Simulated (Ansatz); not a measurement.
## How settings move the G0W0 gap of PbSe (rocksalt)

Rocksalt PbSe, relaxed with r2SCAN; one-shot G0W0 in Ansatz without spin-orbit coupling. Calculated for a static, non-magnetic cell.

```xyz
2
Lattice="0.0000 3.0887 3.0887 3.0887 0.0000 3.0887 3.0887 3.0887 0.0000" Properties=species:S:1:pos:R:3 pbc="T T T"
Pb    0.0000    0.0000    0.0000
Se    3.0887    3.0887    3.0887
```

Gaps are read over the mesh points alone. G0W0 here is at a finite number of bands, screening cutoff and k mesh, not at the basis limit.
```
 start       potentials      frequency model   mesh  empty bands  screening cutoff (eV)  Kohn-Sham gap (eV)  G0W0 gap (eV)
   PBE              PAW  contour deformation  6×6×6          133                    100                0.38           0.57
   PBE              PAW  contour deformation  6×6×6          323                    180                0.38           0.76
   PBE              PAW  contour deformation  6×6×6          626                    260                0.38           0.83
 HSE06              PAW  contour deformation  6×6×6          323                    180                0.79           0.93
r2SCAN              PAW  contour deformation  6×6×6          323                    180                0.67           0.85
  PBE0              PAW  contour deformation  6×6×6          323                    180                1.34           1.08
   PBE              PAW     Godby-Needs pole  6×6×6          323                    180                0.38           0.64
   PBE              PAW  contour deformation  8×8×8           95                     80                0.37           0.55
   PBE  norm-conserving  contour deformation  6×6×6          323                    180                0.38           0.70
```

The quasiparticle gap on this mesh is 0.83 eV (direct at L), against 0.38 eV from PBE: +0.45 eV. Renormalisation factors Z lie between 0.67 and 0.76.

Raising bands and cutoff together moves the gap by +0.19 eV (100 to 180 eV), then +0.07 eV (180 to 260 eV); the last step is still large, so the basis limit isn't reached. Starting from HSE06 (0.79 eV against PBE's 0.38 eV) gives 0.93 eV, +0.17 eV from G0W0@PBE at the same screening cutoff. Starting from r2SCAN (0.67 eV against PBE's 0.38 eV) gives 0.85 eV, +0.09 eV from G0W0@PBE at the same screening cutoff. Starting from PBE0 (1.34 eV against PBE's 0.38 eV) gives 1.08 eV, +0.32 eV from G0W0@PBE at the same screening cutoff. The Godby-Needs plasmon pole differs from contour deformation by -0.12 eV. Norm-conserving potentials (wave cutoff 1170 eV against 420 eV) shift the quasiparticle gap by -0.06 eV and the PBE gap by 0.00 eV. On these meshes the dielectric constant comes out too large, which adds an error that these runs don't bound. r2SCAN runs take a wave cutoff of 500 eV.

The program warns that the k mesh is coarse for exact exchange in some of these runs, so their gaps aren't converged.
